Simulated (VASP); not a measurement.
# ZnS (Wurtzite-2H) (P6_3mc) in VASP: notebook

Runs on ZnS (Wurtzite-2H). Level: PBEsol. Tasks: single point.

Everything below comes from runs of VASP 6.6.1. Logs are shortened: lines on timing, memory, paths and dates and some standing lists are left out, and cuts for length are marked.

**Experimental background.**

A printed reference work, monograph reports, for a bulk crystal of ZnS at 4 K: band gap 3.911 eV (direct).

The runs below are set against these values where they give the same quantity.

### 1 The cell of the first run

The structure is hexagonal, space group P6_3mc (No. 186). The conventional cell has a = 3.805 Å, b = 3.805 Å, c = 6.244 Å, α = 90.00°, β = 90.00°, γ = 120.00°. Zn (site symmetry 3m) has 4 S at 2.33 to 2.34 Å within 3.1 Å. Within 3.1 Å of S (site symmetry 3m) lie 4 Zn at 2.33 to 2.34 Å.

### 2 Single point, PBEsol

File INCAR:

```
SYSTEM = ZnS
  ALGO = Normal
  EDIFF = 1E-6
  ENCUT = 520
  GGA = PS
  ISIF = 2
  ISMEAR = 0
  LASPH = .TRUE.
  LCHARG = .FALSE.
  LREAL = .FALSE.
  LWAVE = .FALSE.
  NBANDS = 26
  NELM = 60
  PREC = Accurate
  SIGMA = 0.5
```

File KPOINTS:

```
k-points
0
G
  6 6 4
  0 0 0
```

File POSCAR:

```
ZnS
1.0
    3.8054280153      0.0000000000      0.0000000000
   -1.9027140076      3.2955973335      0.0000000000
    0.0000000000      0.0000000000      6.2440175084
Zn S
2 2
Direct
    0.3333333333      0.6666666667      0.0053397643
    0.6666666667      0.3333333333      0.5053397643
    0.3333333333      0.6666666667      0.3796602357
    0.6666666667      0.3333333333      0.8796602357
```

Potentials or basis: VASP PAW PBE potentials, release 64 (Zn, S).

Started as:

```bash
> cat potpaw_PBE.64/Zn/POTCAR potpaw_PBE.64/S/POTCAR > POTCAR
> mpirun -np 1 vasp_std > vasp.out
```

OUTCAR:

```text
SYSTEM = ZnS
   EDIFF = 1E-6
   ENCUT = 520
   GGA = PS
   ISIF = 2
   ISMEAR = 0
   LASPH = .TRUE.
   LREAL = .FALSE.
   NELM = 60
   PREC = Accurate

 ion  position               nearest neighbor table
   1  0.333  0.667  0.005-   4 2.33   4 2.33   4 2.33   3 2.34
   2  0.667  0.333  0.505-   3 2.33   3 2.33   3 2.33   4 2.34
   3  0.333  0.667  0.380-   2 2.33   2 2.33   2 2.33   1 2.34
   4  0.667  0.333  0.880-   1 2.33   1 2.33   1 2.33   2 2.34

  LATTYP: Found a hexagonal cell.
 ALAT       =     3.8054280153
 C/A-ratio  =     1.6408187156

  Lattice vectors:

 A1 = (   3.8054280153,   0.0000000000,   0.0000000000)
 A2 = (  -1.9027140076,   3.2955973335,   0.0000000000)
 A3 = (   0.0000000000,   0.0000000000,   6.2440175084)

Analysis of symmetry for initial positions (statically):
=====================================================================
 Subroutine PRICEL returns:
 Original cell was already a primitive cell.

 Routine SETGRP: Setting up the symmetry group for a
 hexagonal supercell.

 Subroutine GETGRP returns: Found 12 space group operations
 (whereof  6 operations were pure point group operations)
 out of a pool of 24 trial point group operations.

The static configuration has the point symmetry C_3v.
 The point group associated with its full space group is C_6v.

Analysis of symmetry for dynamics (positions and initial velocities):
=====================================================================
 Subroutine PRICEL returns:
 Original cell was already a primitive cell.

 Routine SETGRP: Setting up the symmetry group for a
 hexagonal supercell.

 Subroutine GETGRP returns: Found 12 space group operations
 (whereof  6 operations were pure point group operations)
 out of a pool of 24 trial point group operations.

The dynamic configuration has the point symmetry C_3v.
 The point group associated with its full space group is C_6v.

 Subroutine INISYM returns: Found 12 space group operations
 (whereof  6 operations are pure point group operations),
 and found     1 'primitive' translations

----------------------------------------------------------------------------------------

                                     Primitive cell

  volume of cell :      78.3072

  direct lattice vectors                    reciprocal lattice vectors
     3.805428015  0.000000000  0.000000000     0.262782530  0.151717564  0.000000000
    -1.902714008  3.295597333  0.000000000     0.000000000  0.303435128  0.000000000
     0.000000000  0.000000000  6.244017508     0.000000000  0.000000000  0.160153299

  length of vectors
     3.805428015  3.805428015  6.244017508     0.303435128  0.303435128  0.160153299

  position of ions in fractional coordinates (direct lattice)
     0.333333333  0.666666667  0.005339764
     0.666666667  0.333333333  0.505339764
     0.333333333  0.666666667  0.379660236
     0.666666667  0.333333333  0.879660236

  ion indices of the primitive-cell ions
   primitive index   ion index
                 1           1
                 2           2
                 3           3
                 4           4

----------------------------------------------------------------------------------------

 KPOINTS: k-points

Automatic generation of k-mesh.
 Grid dimensions read from file:
 generate k-points for:    6    6    4

 Generating k-lattice:

  Cartesian coordinates                     Fractional coordinates (reciprocal lattice)
     0.043797088  0.025286261  0.000000000     0.166666667  0.000000000  0.000000000
     0.000000000  0.050572521  0.000000000     0.000000000  0.166666667  0.000000000
     0.000000000  0.000000000  0.040038325     0.000000000  0.000000000  0.250000000

  Length of vectors
     0.050572521  0.050572521  0.040038325

  Shift w.r.t. Gamma in fractional coordinates (k-lattice)
     0.000000000  0.000000000  0.000000000

 Subroutine IBZKPT returns following result:
 ===========================================

 Found     21 irreducible k-points:

 Following reciprocal coordinates:
            Coordinates               Weight
  0.000000  0.000000  0.000000      1.000000
  0.166667  0.000000  0.000000      6.000000
  0.333333 -0.000000  0.000000      6.000000
  0.500000  0.000000  0.000000      3.000000
  0.166667  0.166667  0.000000      6.000000
  0.333333  0.166667  0.000000     12.000000
[... 13 lines left out ...]
  0.333333  0.166667  0.500000     12.000000
  0.333333  0.333333  0.500000      2.000000
   k-points           NKPTS =     21   k-points in BZ     NKDIM =     21   number of bands    NBANDS=     26
   number of dos      NEDOS =    301   number of ions     NIONS =      4
   total plane-waves  NPLWV =  37632
   dimension x,y,z NGX =    28 NGY =   28 NGZ =   48
   dimension x,y,z NGXF=    56 NGYF=   56 NGZF=   96
   ions per type =               2   2
   NGX,Y,Z   is equivalent  to a cutoff of  12.23, 12.23, 12.78 a.u.
   NGXF,Y,Z  is equivalent  to a cutoff of  24.46, 24.46, 25.56 a.u.
 SYSTEM =  ZnS
   PREC   = accura    normal or accurate (medium, high low for compatibility)
   ISTART =      0    job   : 0-new  1-cont  2-samecut
   ICHARG =      2    charge: 1-file 2-atom 10-const
   ISPIN  =      1    spin polarized calculation?
   LNONCOLLINEAR =      F non collinear calculations
   LSORBIT =      F    spin-orbit coupling
   LASPH  =      T    aspherical Exc in radial PAW
   ENCUT  =  520.0 eV  38.22 Ry    6.18 a.u.   7.08  7.08 11.61*2*pi/ulx,y,z
   NELM   =     60;   NELMIN=  2; NELMDL= -5     # of ELM steps
   EDIFF  = 0.1E-05   stopping-criterion for ELM
   LREAL  =      F    real-space projection
   EDIFFG = 0.1E-04   stopping-criterion for IOM
   NSW    =      0    number of steps for IOM
   IBRION =     -1    ionic relax: 0-MD 1-quasi-New 2-CG
   NFREE  =      0    steps in history (QN), initial steepest desc. (CG)
   ISIF   =      2    stress and relaxation
   ISYM   =      2    0-nonsym 1-usesym 2-fastsym
   POTIM  = 0.5000    time-step for ionic-motion
   TEBEG  =    0.0;   TEEND  =   0.0 temperature during run
   PSTRESS=    0.0 pullay stress
   NELECT =      36.0000    total number of electrons
   NUPDOWN=      -1.0000    fix difference up-down
   EMIN   =  10.00;   EMAX   =-10.00  energy-range for DOS
   EFERMI =   0.00;   METHOD = LEGACY
   ISMEAR =     0;   SIGMA  =   0.50  broadening in eV -4-tet -1-fermi 0-gaus
   EFERMI_NEDOS =   21; number of points for ismear=-14 and -15
   IALGO  =     38    algorithm
   IMIX   =      4    mixing-type and parameters
     AMIX     =   0.40;   BMIX     =  1.00
     AMIX_MAG =   1.60;   BMIX_MAG =  1.00
  volume/ion in A,a.u.               =      19.58       132.11
  Fermi-wavevector in a.u.,A,eV,Ry     =   1.263500  2.387668 21.720762  1.596431
  Thomas-Fermi vector in A             =   2.396853
   LORBIT       =      0    0 simple, 1 ext, 2 COOP (PROOUT), +10 PAW based schemes
   GGA     = PS    functional components
   LHFCALC =     F    Hartree Fock is set to
   AEXX    =    0.0000 exact exchange contribution
   IVDW    =     0    specifies the selected vdW correction
   LEPSILON=     F    determine dielectric tensor
   LRPA    =     F    only Hartree local field effects (RPA)
 non-spin polarized calculation
 Gauss-broadening in eV      SIGMA  =   0.50
  energy-cutoff  :      520.00
  volume of cell :       78.31
 maximum number of plane-waves:      2130
   NGX = 15   NGY = 15   NGZ = 23

 number of electron      35.9999994 magnetization

 Free energy of the ion-electron system (eV)
  ---------------------------------------------------
  ext. energy  EPLUGINS =         0.00000000
  ---------------------------------------------------
  free energy    TOTEN  =       -15.15969879 eV

  energy without entropy =      -15.15959180  energy(sigma->0) =      -15.15964530

 E-fermi :   3.2245     XC(G=0):  -9.8778

 val. band max:        2.1063709958   @ k =   0.0000   0.0000   0.0000
 cond. band min:       4.1869044230   @ k =   0.0000   0.0000   0.0000
 fundamental gap:      2.0805334272
 Fermi energy:         3.2245004781

 k-point     1 :       0.0000    0.0000    0.0000
  band No.  band energies     occupation
      1     -11.1296      2.00000
      2     -10.1669      2.00000
      3      -4.3050      2.00000
      4      -4.2902      2.00000
      5      -4.2902      2.00000
      6      -4.2076      2.00000
[... 18 lines left out ...]
     25       9.7243      0.00000
     26      11.2192      0.00000

 k-point     2 :       0.1667    0.0000    0.0000
  band No.  band energies     occupation
      1     -10.9424      2.00000
      2     -10.0650      2.00000
      3      -4.3071      2.00000
      4      -4.2674      2.00000
      5      -4.2555      2.00000
      6      -4.1848      2.00000
[... 18 lines left out ...]
     25      10.2445      0.00000
     26      10.5390      0.00000

 k-point     3 :       0.3333   -0.0000    0.0000
  band No.  band energies     occupation
      1     -10.4915      2.00000
      2      -9.8826      2.00000
      3      -4.3023      2.00000
      4      -4.2100      2.00000
      5      -4.2025      2.00000
      6      -4.0590      2.00000
[... 18 lines left out ...]
     25      10.6558      0.00000
     26      11.7266      0.00000

 k-point     4 :       0.5000    0.0000    0.0000
  band No.  band energies     occupation
      1     -10.1787      2.00000
      2      -9.8452      2.00000
      3      -4.2863      2.00000
      4      -4.1861      2.00000
      5      -4.0744      2.00000
      6      -4.0462      2.00000
[... 18 lines left out ...]
     25      11.0349      0.00000
     26      13.4640      0.00000
[... 409 lines left out ...]
      1     -10.2857      2.00000
      2     -10.2857      2.00000
      3      -4.2906      2.00000
      4      -4.2906      2.00000
      5      -4.1699      2.00000
      6      -4.1699      2.00000
[... 18 lines left out ...]
     25      10.3982      0.00000
     26      10.3982      0.00000

 k-point    20 :       0.3333    0.1667    0.5000
  band No.  band energies     occupation
      1     -10.0071      2.00000
      2     -10.0071      2.00000
      3      -4.2493      2.00000
      4      -4.2493      2.00000
      5      -4.1016      2.00000
      6      -4.1016      2.00000
[... 18 lines left out ...]
     25      11.1143      0.00000
     26      11.1143      0.00000

 k-point    21 :       0.3333    0.3333    0.5000
  band No.  band energies     occupation
      1      -9.9115      2.00000
      2      -9.9115      2.00000
      3      -4.1723      2.00000
      4      -4.1723      2.00000
      5      -4.1314      2.00000
      6      -4.1314      2.00000
[... 18 lines left out ...]
     25      11.7331      0.00000
     26      11.7331      0.00000

------------------------ aborting loop because EDIFF is reached ----------------------------------------

  FORCE on cell =-STRESS in cart. coord.  units (eV):
  Direction    XX          YY          ZZ          XY          YZ          ZX
  --------------------------------------------------------------------------------------
  -------------------------------------------------------------------------------------
  Total       -0.5633531     -0.5633531     -0.5960926     -0.0000000     -0.0000000     -0.0000000
  in kB      -11.5262899    -11.5262899    -12.1961443     -0.0000000     -0.0000000     -0.0000000
  external PRESSURE =     -11.7495747 kB  Pullay stress =       0.0000000 kB

 VOLUME and BASIS-vectors are now :
 -----------------------------------------------------------------------------
  energy-cutoff  :      520.00
  volume of cell :       78.31
      direct lattice vectors                 reciprocal lattice vectors
     3.805428015  0.000000000  0.000000000     0.262782530  0.151717564  0.000000000
    -1.902714008  3.295597333  0.000000000     0.000000000  0.303435128  0.000000000
     0.000000000  0.000000000  6.244017508     0.000000000  0.000000000  0.160153299

 POSITION                                       TOTAL-FORCE (eV/Angst)
 -----------------------------------------------------------------------------------
     -0.00000      2.19706      0.03334        -0.000000      0.000000      0.001215
      1.90271      1.09853      3.15535         0.000000     -0.000000      0.001215
     -0.00000      2.19706      2.37061         0.000000      0.000000     -0.001215
      1.90271      1.09853      5.49261         0.000000      0.000000     -0.001215
 -----------------------------------------------------------------------------------
    total drift:                               -0.000000     -0.000000     -0.000167

  FREE ENERGIE OF THE ION-ELECTRON SYSTEM (eV)
  ---------------------------------------------------
  free  energy   TOTEN  =       -15.1596987930 eV

  energy  without entropy=      -15.1595917994  energy(sigma->0) =      -15.15964530
```

Wall time 19 s (1 thread of AMD EPYC 9R45 (Zen 5), shared host); peak memory 0.17 GiB.

Results:

```yaml
Free_energy: -15.1597 eV
Pressure: -1.2 GPa
Band_gap_on_the_k_mesh: 2.08 eV, direct
```

Caveat: the PAW data sets were made with another functional, which shifts forces and pressure a little.

### 3 Single point, PBEsol

File INCAR:

```
ALGO = Normal
EDIFF = 1E-7
ENCUT = 520
GGA = PS
ISIF = 2
ISMEAR = -1
LASPH = T
LCHARG = T
LELF = T
LREAL = F
LVHAR = T
LWAVE = F
NBANDS = 26
NELM = 100
PREC = Accurate
SIGMA = 0.05
```

File KPOINTS:

```
k-points
0
Gamma
  6 6 4
```

POSCAR is that of step 2.

Potentials or basis: VASP PAW PBE potentials, release 64 (Zn, S).

Started as:

```bash
> cat potpaw_PBE.64/Zn/POTCAR potpaw_PBE.64/S/POTCAR > POTCAR
> mpirun -np 1 vasp_std > vasp.out
```

Run time: 22 s. Hardware: 1 thread of AMD EPYC 9R45 (Zen 5), shared host; peak memory 0.17 GiB.

The run converged. Its results:

```yaml
Free_energy: -15.1597 eV
Pressure: -1.2 GPa
Band_gap_on_the_k_mesh: 2.08 eV, direct
```

Levels at points of the mesh, in eV from the valence-band top:
| k point | band 14 | band 15 | band 16 | band 17 | band 18 | band 19 | band 20 | band 21 | band 22 | band 23 |
| --- | --- | --- | --- | --- | --- | --- | --- | --- | --- | --- |
| (0.00, 0.00, 0.00) | -0.91 | -0.91 | -0.08 | 0.00 | 0.00 | 2.08 | 2.99 | 6.22 | 6.22 | 6.48 |
| (0.50, 0.00, 0.00) | -4.18 | -3.34 | -2.28 | -1.74 | -0.90 | 3.53 | 4.16 | 4.98 | 6.82 | 7.32 |
| (0.00, 0.00, 0.50) | -2.93 | -0.48 | -0.48 | -0.48 | -0.48 | 3.45 | 3.45 | 6.68 | 6.68 | 6.68 |
| (0.50, 0.00, 0.50) | -4.94 | -1.67 | -1.67 | -1.65 | -1.65 | 3.41 | 3.41 | 5.11 | 5.11 | 8.74 |

Caveat: the PAW data sets were made with another functional, which shifts forces and pressure a little.

### 4 Comparison with measurements

Step 2. Against the measured gap of ZnS, 3.911 eV (direct; 4 K; a printed reference work, monograph), the calculated 2.08 eV is off by -1.83 eV. The value is that of PBEsol, without temperature or zero-point motion. Semilocal functionals fall short of measured gaps as a rule.

Step 3. A measured gap of ZnS is 3.911 eV (direct; 4 K; a printed reference work, monograph); the calculated 2.08 eV misses it by -1.83 eV. The value is that of PBEsol, without temperature or zero-point motion. Semilocal functionals fall short of measured gaps as a rule.
